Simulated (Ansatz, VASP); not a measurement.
# Two plane-wave programs on GaAs

```
Ga As
1.0
     0.00000    2.80172    2.80172
     2.80172    0.00000    2.80172
     2.80172    2.80172    0.00000
Ga As
1 1
Direct
  0.00000 0.00000 0.00000
  0.25000 0.25000 0.25000
```

Alike in both runs: functional LDA; k mesh 18 × 18 × 18; occupations gaussian, width 0.02 eV; no spin polarisation.

Ansatz relaxed the structure, and its values are those at the end. VASP's run is a single point on that final structure, the one shown.

|  | VASP | Ansatz |
| --- | --- | --- |
| version | VASP 6.6.1 | Ansatz 0.2.0 |
| potentials or method | VASP PAW LDA potentials, release 64 (Ga_d, As) | scalar-relativistic, plane waves, PAW |
| plane-wave cutoff (eV) | 520 | 420 |
| valence electrons in the cell | 18 | 28 |

```csv
,VASP,Ansatz,Ansatz less VASP
gap on the k mesh at the Fermi level (eV),0.54,0.49,-0.049
least direct gap on the mesh (eV),0.54,0.49,-0.049
pressure (GPa),0.3,0.0,-0.32
```

The two sets of potentials don't hold the same shells in valence.

A k mesh can miss the band edges.
